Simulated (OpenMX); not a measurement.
The system is W.

```
CELL_PARAMETERS angstrom
-1.58234 1.58234 1.58234
1.58234 -1.58234 1.58234
1.58234 1.58234 -1.58234
ATOMIC_POSITIONS crystal
W 0.00000 0.00000 0.00000
```

| Item | Value |
| --- | --- |
| Program | OpenMX 3.8.5 |
| Task | single point |
| Functional | PBE |
| Potentials or basis | OpenMX 2013 PBE set, W7.0-s3p2d2f1, grid cutoff 400 Ry |
| k mesh | 13 × 13 × 13 |
| Occupations | fermi-dirac, width 0.05 eV |
| Spin | no spin polarisation |

On this cell: pressure 6.2 GPa; band gap on the k mesh none (metal or under the smearing width).

The same run follows on a disturbed copy (cell strained at random at fixed volume):

```xyz
1
Lattice="-1.5448 1.6151 1.6310 1.5711 -1.5452 1.5875 1.5457 1.5461 -1.5612" Properties=species:S:1:pos:R:3 pbc="T T T"
W     0.0307    0.0413   -0.0058
```

**Question.** What does the disturbed cell give?

**Answer.** The energy (extrapolated to zero smearing) moves by +31.8 meV/atom; pressure 6.8 GPa; band gap on the k mesh none (metal or under the smearing width).

Caveats: the basis of atomic orbitals isn't converged, which shifts pressures, moduli and gaps.
